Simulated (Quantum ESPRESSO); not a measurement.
## KTaO3 under changes of volume

One of the cells (12.688 Å³/atom); the others are scaled copies at fixed shape and fractional positions:

```
CELL_PARAMETERS angstrom
3.98830 0.00000 0.00000
0.00000 3.98830 0.00000
0.00000 0.00000 3.98830
ATOMIC_POSITIONS crystal
Ta 0.00000 0.00000 0.00000
K 0.50000 0.50000 0.50000
O 0.00000 0.00000 0.50000
O 0.00000 0.50000 0.00000
O 0.50000 0.00000 0.00000
```

- Program: Quantum ESPRESSO 7.5
- Functional: PBE
- Potentials or basis: SSSP 1.3 efficiency PBE
- Cutoff: 816 eV
- Density cutoff: 6531 eV
- k mesh: 7 × 7 × 7
- Occupations: fermi-dirac, width 0.05 eV
- Spin: no spin polarisation

| volume (Å³/atom) | energy over the lowest point (meV/atom) | pressure (GPa) | gap on the mesh (eV) |
| --- | --- | --- | --- |
| 11.927 | 65.89 | 20.3 | 2.41 |
| 12.180 | 37.67 | 14.7 | 2.36 |
| 12.434 | 17.83 | 9.7 | 2.32 |
| 12.688 | 5.52 | 5.2 | 2.27 |
| 12.942 | 0.00 | 1.2 | 2.22 |
| 13.196 | 0.56 | -2.4 | 2.18 |
| 13.449 | ? | ? | ? |

Q: What does the run at 13.449 Å³/atom give?

A: Energy over the lowest point 6.59 meV/atom; pressure -5.7 GPa; gap on the mesh 2.13 eV.

Worked out: A Birch-Murnaghan fit of order 3 (a polynomial in V^(-2/3)) to the other rows has its minimum at 13.04 Å³/atom with B0 = V·E''(V) = 188 GPa and B' = 4.7. It gives 6.51 meV/atom at 13.449 Å³/atom, against the run's 6.59, and -dE/dV = -5.4 GPa, against -5.7. A straight line through the other rows of the gap, of slope -2.29 eV per unit of ln V, extrapolates to 2.14 eV, against the run's 2.13.

Energies are extrapolated to zero smearing.

Caveats: spin-orbit coupling is left out, which moves the levels of the heavy elements; an odd mesh through Γ misses points on the zone boundary, where band edges often lie.
